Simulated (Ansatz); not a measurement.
**How much does Ir in Co(0001), 2x2 scatter?**

Wanted: the reflection from a plane of defects, Ir in Co(0001), 2x2, and the resistivity it implies.

Main program and level: Ansatz 0.2.0; Ansatz plane-wave DFT, PBE, PAW files, collinear spin; ballistic transport by layer matching (Landauer), zero bias; PAW set soft_1.

## Step 1: The structure

The cell holds 64 atoms: 63 Co and 1 Ir. Cell: a = 5.011 Å, b = 5.011 Å, c = 32.714 Å, α = 90.0°, β = 90.0°, γ = 120.0°. It derives from Co. Regions: lead, 40 atoms (40 Co); scattering region, 24 atoms (23 Co and 1 Ir). The structure is stacked along c, and the current runs across the ab planes.

## Step 2: Transmission at ideal sites

The defect sits in one plane of the supercell, all atoms on ideal sites; the layers about the cell's end are the lead. The mesh across the current, 12×12, is finer than the density's, because channels open and close sharply across the zone. Energies from -0.1 to 0.1 eV in steps of 0.05 eV are too few for the program's thermal sum, so it prints no conductance; for a metal the transmission near the Fermi level serves, at a fraction of the cost.

input.yaml reads:

```yaml
crystal:
  lattice:
    - [5.0108, 0.0, 0.0]
    - [-2.5054, 4.3394800933, 0.0]
    - [0.0, 0.0, 32.7144]
  atoms:
    - { symbol: Co, position: [0.1666666667, 0.3333333333, 0.03125], spin: 2.0 }
    - { symbol: Co, position: [0.1666666667, 0.8333333333, 0.03125], spin: 2.0 }
    - { symbol: Co, position: [0.6666666667, 0.3333333333, 0.03125], spin: 2.0 }
    - { symbol: Co, position: [0.6666666667, 0.8333333333, 0.03125], spin: 2.0 }
    - { symbol: Co, position: [0.3333333333, 0.1666666667, 0.09375], spin: 2.0 }
    - { symbol: Co, position: [0.3333333333, 0.6666666667, 0.09375], spin: 2.0 }
    - { symbol: Co, position: [0.8333333333, 0.1666666667, 0.09375], spin: 2.0 }
    - { symbol: Co, position: [0.8333333333, 0.6666666667, 0.09375], spin: 2.0 }
    - { symbol: Co, position: [0.1666666667, 0.3333333333, 0.15625], spin: 2.0 }
    - { symbol: Co, position: [0.1666666667, 0.8333333333, 0.15625], spin: 2.0 }
    - { symbol: Co, position: [0.6666666667, 0.3333333333, 0.15625], spin: 2.0 }
    - { symbol: Co, position: [0.6666666667, 0.8333333333, 0.15625], spin: 2.0 }
    - { symbol: Co, position: [0.3333333333, 0.1666666667, 0.21875], spin: 2.0 }
    - { symbol: Co, position: [0.3333333333, 0.6666666667, 0.21875], spin: 2.0 }
    - { symbol: Co, position: [0.8333333333, 0.1666666667, 0.21875], spin: 2.0 }
    - { symbol: Co, position: [0.8333333333, 0.6666666667, 0.21875], spin: 2.0 }
    - { symbol: Co, position: [0.1666666667, 0.3333333333, 0.28125], spin: 2.0 }
    - { symbol: Co, position: [0.1666666667, 0.8333333333, 0.28125], spin: 2.0 }
    - { symbol: Co, position: [0.6666666667, 0.3333333333, 0.28125], spin: 2.0 }
    - { symbol: Co, position: [0.6666666667, 0.8333333333, 0.28125], spin: 2.0 }
    - { symbol: Co, position: [0.3333333333, 0.1666666667, 0.34375], spin: 2.0 }
    - { symbol: Co, position: [0.3333333333, 0.6666666667, 0.34375], spin: 2.0 }
    - { symbol: Co, position: [0.8333333333, 0.1666666667, 0.34375], spin: 2.0 }
    - { symbol: Co, position: [0.8333333333, 0.6666666667, 0.34375], spin: 2.0 }
    - { symbol: Co, position: [0.1666666667, 0.3333333333, 0.40625], spin: 2.0 }
    - { symbol: Co, position: [0.1666666667, 0.8333333333, 0.40625], spin: 2.0 }
    - { symbol: Co, position: [0.6666666667, 0.3333333333, 0.40625], spin: 2.0 }
    - { symbol: Co, position: [0.6666666667, 0.8333333333, 0.40625], spin: 2.0 }
    - { symbol: Co, position: [0.3333333333, 0.1666666667, 0.46875], spin: 2.0 }
    - { symbol: Co, position: [0.3333333333, 0.6666666667, 0.46875], spin: 2.0 }
    - { symbol: Co, position: [0.8333333333, 0.1666666667, 0.46875], spin: 2.0 }
    - { symbol: Co, position: [0.8333333333, 0.6666666667, 0.46875], spin: 2.0 }
    - { symbol: Ir, position: [0.1666666667, 0.3333333333, 0.53125] }
    - { symbol: Co, position: [0.1666666667, 0.8333333333, 0.53125], spin: 2.0 }
    - { symbol: Co, position: [0.6666666667, 0.3333333333, 0.53125], spin: 2.0 }
    - { symbol: Co, position: [0.6666666667, 0.8333333333, 0.53125], spin: 2.0 }
    - { symbol: Co, position: [0.3333333333, 0.1666666667, 0.59375], spin: 2.0 }
    - { symbol: Co, position: [0.3333333333, 0.6666666667, 0.59375], spin: 2.0 }
    - { symbol: Co, position: [0.8333333333, 0.1666666667, 0.59375], spin: 2.0 }
    - { symbol: Co, position: [0.8333333333, 0.6666666667, 0.59375], spin: 2.0 }
    - { symbol: Co, position: [0.1666666667, 0.3333333333, 0.65625], spin: 2.0 }
    - { symbol: Co, position: [0.1666666667, 0.8333333333, 0.65625], spin: 2.0 }
    - { symbol: Co, position: [0.6666666667, 0.3333333333, 0.65625], spin: 2.0 }
    - { symbol: Co, position: [0.6666666667, 0.8333333333, 0.65625], spin: 2.0 }
    - { symbol: Co, position: [0.3333333333, 0.1666666667, 0.71875], spin: 2.0 }
    - { symbol: Co, position: [0.3333333333, 0.6666666667, 0.71875], spin: 2.0 }
    - { symbol: Co, position: [0.8333333333, 0.1666666667, 0.71875], spin: 2.0 }
    - { symbol: Co, position: [0.8333333333, 0.6666666667, 0.71875], spin: 2.0 }
    - { symbol: Co, position: [0.1666666667, 0.3333333333, 0.78125], spin: 2.0 }
    - { symbol: Co, position: [0.1666666667, 0.8333333333, 0.78125], spin: 2.0 }
    - { symbol: Co, position: [0.6666666667, 0.3333333333, 0.78125], spin: 2.0 }
    - { symbol: Co, position: [0.6666666667, 0.8333333333, 0.78125], spin: 2.0 }
    - { symbol: Co, position: [0.3333333333, 0.1666666667, 0.84375], spin: 2.0 }
    - { symbol: Co, position: [0.3333333333, 0.6666666667, 0.84375], spin: 2.0 }
    - { symbol: Co, position: [0.8333333333, 0.1666666667, 0.84375], spin: 2.0 }
    - { symbol: Co, position: [0.8333333333, 0.6666666667, 0.84375], spin: 2.0 }
    - { symbol: Co, position: [0.1666666667, 0.3333333333, 0.90625], spin: 2.0 }
    - { symbol: Co, position: [0.1666666667, 0.8333333333, 0.90625], spin: 2.0 }
    - { symbol: Co, position: [0.6666666667, 0.3333333333, 0.90625], spin: 2.0 }
    - { symbol: Co, position: [0.6666666667, 0.8333333333, 0.90625], spin: 2.0 }
    - { symbol: Co, position: [0.3333333333, 0.1666666667, 0.96875], spin: 2.0 }
    - { symbol: Co, position: [0.3333333333, 0.6666666667, 0.96875], spin: 2.0 }
    - { symbol: Co, position: [0.8333333333, 0.1666666667, 0.96875], spin: 2.0 }
    - { symbol: Co, position: [0.8333333333, 0.6666666667, 0.96875], spin: 2.0 }
magnetization:
  spin_polarized: true
kpoints:
  mp_grid: { grid: [5, 5, 1] }
hamiltonian:
  xc: pbe
  pseudopotentials: { kind: paw, azcp: { folder: soft_1 } }
scf:
  occupations: { method: fermi_dirac, width: 0.1 }
output:
  transmission: { leads: [[0, 8]], kmesh: [12, 12], e_range: [-0.1, 0.1], de: 0.05 }
  write_potential: true
  write_density: true
  volumetric_format: npy
  elf: true
```

Command:

```sh
$ ansatz run input.yaml --threads 4 --pin off --max-ram 15360MiB --backend cpu --events-out ev --progress --plain --runs-dir out
```

Numbers of over 12 decimals in the logs are rounded to 6 here.

The log of the run:

```text
Engine: ansatz 0.2.0, aarch64-unknown-linux-gnu
Pseudopotentials: kind: paw
Pseudopotential: Co, paw, valence charge 17, recommended cutoff 420 eV (normal), soft_1/Co.paw.azcp
Pseudopotential: Ir, paw, valence charge 17, recommended cutoff 420 eV (normal), soft_1/Ir.paw.azcp
Functional definition: PBE
  parameter kappa = 0.804
  parameter beta = 0.066725
  exchange = pbe_x(kappa = kappa, mu = beta*pi^2/3)
  correlation = pbe_c(beta = beta)
Crystal: 64 atoms, lattice volume = 711.351 Å³
Basis set: ecut = 420 eV, 14011 PW (Γ)
Bands: 729, of which v1, the nominal top of the filled ones, is band 544 counted from 1 (543 counted from 0)
Symmetry: 12 space group operations
Space group: P-6m2 (ITA 187), of the structure as read, at distance tolerance 8.9e-5 Å
Magnetic group: BNS 187.209 (UNI 1439), of the structure as read, at distance tolerance 8.9e-5 Å
k-points: 5 of 25 (time reversal used)
Non-local potential: Co, projectors of the file, l = 0: 3, l = 1: 2, l = 2: 3, l = 3: 1
Non-local potential: Ir, projectors of the file, l = 0: 3, l = 1: 2, l = 2: 2, l = 3: 1
PAW form: soft (Blöchl's): semilocal exchange-correlation on the pseudo side does not see the compensation charge
PAW one-centre angular grid: Co, 590 points (default); XC on 64 Gauss nodes
PAW one-centre angular grid: Ir, 590 points (default); XC on 64 Gauss nodes
Initial density: superposition of atomic densities (chi_scale 0.1, normalization cell)
Starting moments: Σ|m| = 126 μB on 63 of 64 sites
Initial wavefunctions: pseudopotential atomic-orbital guess
Functional: x = pbe(κ = 0.804, μ = 0.219515), c = pbe(β = 0.066725)
[...]
E_aug_tail   = -0.000631  (compensation charges beyond the density's cutoff)
  E_ewald      = -172340.492231
  E_smearing   = -2.007222  (= −TS)
  E_closure    = -0.000000  (closes the sum)
  Σ components = -334885.494933   (vs F -334885.494933, Δ=0.00e0)
--- Band table (eV; the first three rows and the last of 10) ---
  k-point 0 ↑: bands = [... 540 lower, 17.7031, 17.7032, 17.7032, 17.7050, 17.7094, 17.7094, 17.7137, 17.7142, ... 181 higher]
  k-point 1 ↑: bands = [... 540 lower, 17.5485, 17.5489, 17.5490, 17.5510, 17.5514, 17.5538, 17.5559, 17.5578, ... 181 higher]
  k-point 2 ↑: bands = [... 540 lower, 17.2724, 17.2753, 17.2783, 17.3048, 17.3171, 17.3460, 17.3827, 17.3884, ... 181 higher]
  k-point 4 ↓: bands = [... 540 lower, 19.1592, 19.1635, 19.2250, 19.2332, 19.2380, 19.2380, 19.2565, 19.2575, ... 181 higher]
--- Transmission ---
  basis      : 199 plane waves across, 43 finite elements along
  points     : 19, standing for a mesh of 12 x 12
  energies   : 5 from -0.100000 to 0.100000 eV about the Fermi level, 0.050000 eV apart; the leads are filled to 0.000000 eV, and channels, transmission and decay are at 0.000000 eV
  crystal 0  : Co8, at the sites [0, 8], period 4.0893 Å, over 30.67 Å; its Hamiltonian steps by up to 0.3 meV
    offset         : up to 0.0000 Å between an atom of the period and one for which it stands
    channels       : 2.333333e0 up, 4.923611e0 down
    conductance    : none, the energies end too early or step too widely for 300 K: set another output.transmission.e_range or a lower de, or, where they end at an eighth of basis.ecutwfc, a higher one
    slowest decay  : 0.1124 /Å at (0.0000, 0.0000)
  junction   : crystal 0 to crystal 0, 1.35 to 29.97 Å
    transmission   : 1.753686e0 up, 4.575199e0 down
    conductance    : none, the energies end too early or step too widely for 300 K: set another output.transmission.e_range or a lower de, or, where they end at an eighth of basis.ecutwfc, a higher one
[key lines of the parts left out:]
SCF converged after 21 iterations
Magnetization: 104.9504 μB (596.4752 up, 491.5248 down)
Free energy (F): -334885.494933 eV
Fermi energy:    18.396881 eV
```

It took 24 min on 4 threads of Arm Neoverse V1, shared host; peak memory 6.7 GiB.

In the SCF lines HF is the Harris–Foulkes energy and dr2 the Hartree energy of the density residual, in eV; the loop may stop once dr2 is under the threshold and the program's other checks hold. Hψ counts applications of the Hamiltonian.

Numbers from this step:

```yaml
free_energy: -334885.4949 eV
energy_at_zero_smearing: -334884.4913 eV
fermi_energy: 18.40 eV
magnetization: 105.0 μB
absolute_magnetization: 115.1 μB
cell_area: 21.74 Å²
transmission_spin_up: 1.754
transmission_spin_down: 4.575
open_channels_spin_up: 2.333
open_channels_spin_down: 4.924
step_of_the_lead_s_potential: 0.3 meV
```

Per spin. Table of transmission, zone mean by energy, zero at the Fermi level:

| energy (eV) | T up | T down |
| --- | --- | --- |
| -0.1000 | 1.67 | 4.72 |
| -0.0500 | 1.72 | 4.69 |
| 0.0000 | 1.75 | 4.58 |
| 0.0500 | 1.75 | 4.76 |
| 0.1000 | 1.72 | 5.00 |

Per spin. Open channels, zone mean against energy, zero at the Fermi level:

| energy (eV) | lead up | lead down |
| --- | --- | --- |
| -0.1000 | 2.33 | 5.12 |
| -0.0500 | 2.33 | 5.17 |
| 0.0000 | 2.33 | 4.92 |
| 0.0500 | 2.29 | 5.22 |
| 0.1000 | 2.29 | 5.26 |

Transmission over k1 and k2. At 0.0000 eV from the Fermi level, spin up.

Ten even steps from '_' (0.00) to '@' (2.44):
```
##################@@@@##
##################@@@@@@
@@######****######@@@@@@
######**##--##**########
######**--------**######
##########--__--########
########**--------**####
##########**##--##**####
@@@@@@@@######****######
##@@@@@@################
####@@@@################
######@@##########@@####
```
Columns: k1 (b1) from -0.5 to 0.417; rows upwards: k2 (b2) from -0.5 to 0.417.

Open channels over k1 and k2. At 0.0000 eV from the Fermi level, spin up.

Ten even steps from '0' (0.00) to '9' (3.00):
```
666996669999
966696669999
996666669999
999693969999
666633336666
666693039666
666663333666
999996939699
999996666669
999996669666
699996669966
669996669996
```
Columns: k1 (b1) from -0.5 to 0.417; rows upwards: k2 (b2) from -0.5 to 0.417.

Transmission over k1 and k2. At 0.0000 eV from the Fermi level, spin down.

Ten even steps from '_' (2.8) to '@' (10.6):
```
__............__..____..
....::::..::::....__--__
....::::::::::::....____
......::++--++::........
__..::::--@@@@--::::..__
__..::::++@@@@@@++::::..
____..::::--@@@@--::::..
..........::++--++::....
..____....::::::::::::..
..__--__....::::..::::..
__..____..__............
____......______......__
```
Columns: k1 (b1) from -0.5 to 0.417; rows upwards: k2 (b2) from -0.5 to 0.417.

Open channels over k1 and k2. At 0.0000 eV from the Fermi level, spin down.

Values, 12 rows by 12 columns:
```
 3.0  4.0  4.0  4.0  4.0  4.0  4.0  3.0  6.0  4.0  4.0  6.0
 4.0  4.0  5.0  5.0  5.0  5.0  5.0  4.0  4.0  4.0  7.0  4.0
 4.0  4.0  5.0  5.0  5.0  5.0  5.0  5.0  4.0  4.0  4.0  4.0
 4.0  4.0  5.0  5.0  7.0  7.0  7.0  5.0  5.0  4.0  4.0  6.0
 3.0  4.0  5.0  5.0  7.0 11.0 11.0  7.0  5.0  5.0  4.0  3.0
 4.0  4.0  5.0  5.0  7.0 11.0 11.0 11.0  7.0  5.0  5.0  4.0
 3.0  3.0  4.0  5.0  5.0  7.0 11.0 11.0  7.0  5.0  5.0  4.0
 4.0  6.0  4.0  4.0  5.0  5.0  7.0  7.0  7.0  5.0  5.0  4.0
 4.0  4.0  4.0  4.0  4.0  5.0  5.0  5.0  5.0  5.0  5.0  4.0
 4.0  4.0  7.0  4.0  4.0  4.0  5.0  5.0  5.0  5.0  5.0  4.0
 3.0  6.0  4.0  4.0  6.0  3.0  4.0  4.0  4.0  4.0  4.0  4.0
 4.0  3.0  4.0  4.0  4.0  3.0  4.0  3.0  4.0  4.0  4.0  3.0
```
Columns: k1 (b1) from -0.5 to 0.417; rows upwards: k2 (b2) from -0.5 to 0.417.

Spin density in the ca plane at fractional y = 0.333, with atoms of Co and Ir within 0.2 Å of it.

Values in e/Å³, 7 rows by 16 columns, each cell a mean:
```
0.0 0.0 0.0 0.1 0.0 0.0 0.0 0.1 0.0 0.0 0.0 0.1 0.0 0.0 0.0 0.1
0.3 0.7 0.0 0.0 0.3 0.7 0.0 0.0 0.2 0.7 0.0 0.0 0.2 0.9 0.0 0.0
0.7 1.6 0.0 0.0 0.6 1.7 0.0 0.0 0.4 1.6 0.0 0.0 0.4 1.9 0.0 0.0
0.0 0.0 0.0 0.1 0.0 0.1 0.0 0.1 0.0 0.0 0.0 0.1 0.0 0.1 0.0 0.1
0.0 0.1 0.0 0.1 0.0 0.1 0.0 0.1 0.0 0.1 0.0 0.1 0.0 0.1 0.0 0.1
0.8 1.7 0.0 0.0 0.7 1.9 0.0 0.0 0.1 0.1 0.0 0.0 0.4 2.1 0.0 0.0
0.2 0.5 0.0 0.0 0.2 0.5 0.0 0.0 0.1 0.1 0.0 0.0 0.1 0.6 0.0 0.0
```
Columns run along c (16.0 Å, from fractional 0.26 to 0.74 of the cell), rows up along a (5.0 Å). Atoms in or near the plane, at fractional coordinates: Co at (0.28, 0.17), Co at (0.28, 0.67), Co at (0.41, 0.17), Co at (0.41, 0.67), Ir at (0.53, 0.17), Co at (0.53, 0.67), Co at (0.66, 0.17), Co at (0.66, 0.67).

Valence density in the ca plane at fractional y = 0.333, with atoms of Co and Ir within 0.2 Å of it. It is the smooth field of the valence electrons, not physical close to the nuclei.

Ten steps, logarithmic in the rise over the least value, from '0' (0 e/Å³) to '9' (41 e/Å³), each cell a mean:
```
00000001320000000013210011000122100000001221
00000001220000000012200001000122100000001221
02442000100014420001000144310011001353100110
15885100000048962000000379620000003797200000
15995100000048962000000489720000003797200000
02553000000025530000000245310000001454100000
00110001210001100012100011000122000010000221
00000002320000000013210001000132100000001231
01221001210002210012100133210111000121000110
03674100000036741000001356520000002575100000
15996100000149962000001466631000003897300000
04774100000037751000001466531000002686200000
01231000110012310001100234310011000232000110
```
Columns run along c (16.0 Å, from fractional 0.26 to 0.74 of the cell), rows up along a (5.0 Å). Atoms in or near the plane, at fractional coordinates: Co at (0.28, 0.17), Co at (0.28, 0.67), Co at (0.41, 0.17), Co at (0.41, 0.67), Ir at (0.53, 0.17), Co at (0.53, 0.67), Co at (0.66, 0.17), Co at (0.66, 0.67).

ELF in the ca plane at fractional y = 0.333, with atoms of Co and Ir within 0.2 Å of it. It is the smooth field of the valence electrons, not physical close to the nuclei.

Ten even steps from '0' (0.17) to '9' (0.74), each cell a mean:
```
11101100100111011001001222220010011101200010
10000100100110001001001100010000011000110000
00220010001102210100011012101000110121011000
02773022122026730121220158401222211585012222
02783022222027840132220169401322311595113223
00231010001002310100011023101100110232011001
10000100000100001000001100010000011000110000
11111100100121112001001222220011012111200110
10000100000100000100002244321000010000010000
01441021012014520110122476632101210353011111
03883023232028940132232564642322301696113223
02552021112015620121122576642211210463012112
10110010000101100100002245422000010010010000
```
Columns run along c (16.0 Å, from fractional 0.26 to 0.74 of the cell), rows up along a (5.0 Å). Atoms in or near the plane, at fractional coordinates: Co at (0.28, 0.17), Co at (0.28, 0.67), Co at (0.41, 0.17), Co at (0.41, 0.67), Ir at (0.53, 0.17), Co at (0.53, 0.67), Co at (0.66, 0.17), Co at (0.66, 0.67).

Nearest the Fermi level spin up passes 1.75 of 2.33 channels of the lower lead and spin down 4.58 of 4.92.

## Step 3: Resistance at ideal sites

This step: Ansatz plane-wave DFT, PBE, PAW files, collinear spin; ballistic transport by layer matching (Landauer), zero bias; area resistance of the defect plane and resistivity an atomic per cent; PAW set soft_1 (Ansatz 0.2.0).

Numbers from this step:

```yaml
area_resistance: 0.08991 fΩ m²
t_over_the_leads_mean_channel_count: 0.8642
spin_asymmetry_gamma: -0.7760 (R down - R up) / (R down + R up)
resistivity_per_at_scaled_from_this_dense_plane_with_the_factor_3_over_4_for_isotropic_scattering: 1.319 µΩ cm
```

Averaged over the energies near the Fermi level, 86.4 % of the channels pass, which makes 0.0899 fΩ m².

By hand, with means over the energies near the Fermi level: RA per spin = A (h/e²)(1/T − ½[1/N₁ + 1/N₂]); spin up: 21.74×10⁻²⁰ m² × 25 813 Ω × (1/1.742 − ½[1/2.319 + 1/2.319]) = 0.803 fΩ m²; spin down: 21.74×10⁻²⁰ m² × 25 813 Ω × (1/4.674 − ½[1/5.104 + 1/5.104]) = 0.101 fΩ m². The spins conduct in parallel, so 1/RA = 1/0.803 + 1/0.101 and RA = 0.0899 fΩ m²; γ = (0.101 − 0.803)/(0.101 + 0.803) = -0.78.

## Step 4: Results

```yaml
share_of_channels_that_pass_rigid: 0.864
area_resistance_rigid: 0.0899 fΩ m²
resistivity_per_at_from_the_area_resistance_times_3_over_4_rigid: 1.32 µΩ cm
```

The plane of defects adds 0.090 fΩ m². Scaled to one atomic per cent that is 1.8 µΩ cm as it stands and 1.3 with the factor 3/4 for isotropic scattering on a spherical Fermi surface. These are rough estimates of the dilute value, not bounds. One Ir in each 2x2 cell reflects 14 % of the lead's channels. The defect scatters spin up more strongly (asymmetry -0.78). The defects form a dense periodic sheet that scatters coherently, unlike a dilute random alloy. T and N are means over the solved energies nearest the Fermi level. Spin-orbit coupling is left out, which matters for Ir. One magnetic start was tried, and the two spins conduct in parallel without mixing.

[Logs are printed without paths, hosts, clocks, repeated set-up lines and the standing remarks that a program may print on its own settings, such as how far it seeks lower states.]

[Hosts, paths, dates, database ids (printed as entryN), source tags and the programs' standing remarks are cut or masked in the printed files.]
